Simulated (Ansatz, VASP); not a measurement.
# InAs in VASP and in Ansatz

```
In As
1.0
     0.00000    3.01800    3.01800
     3.01800    0.00000    3.01800
     3.01800    3.01800    0.00000
In As
1 1
Direct
  0.00000 0.00000 0.00000
  0.75000 0.75000 0.75000
```

Alike in both runs: task single point; functional HSE(alpha, omega); k mesh 4 × 4 × 4; occupations fermi-dirac, width 0.05 eV; no spin polarisation.

```csv
,VASP,Ansatz
version,VASP 6.6.1,Ansatz 0.2.0
potentials or method,"VASP PAW PBE potentials, release 64 (In_d, As)",Ansatz PAW
plane-wave cutoff (eV),520,420
valence electrons in the cell,18,28
```

Ansatz gave:

| Property | Result |
| --- | --- |
| gap on the k mesh at the Fermi level (eV) | 0.14 |
| least direct gap on the mesh (eV) | 0.14 |
| pressure (GPa) | 3.7 |

Question: What did VASP give for the same quantities?

Answer: gap on the k mesh at the Fermi level (eV): 0.14; least direct gap on the mesh (eV): 0.14; pressure (GPa): 3.6.

The two sets of potentials don't hold the same shells in valence.

Caveats: the k mesh is coarse (spacing up to 0.45 Å⁻¹), so the values aren't converged, least of all with exact exchange; spin-orbit coupling is left out, which moves the levels of the heavy elements; the PAW data sets were made with another functional, which shifts forces and pressure a little (VASP); the PAW data sets come from PBE, with cores solved anew for the run's functional, which leaves a small shift of forces and pressure (Ansatz); the thresholds are loose for stress (Ansatz).
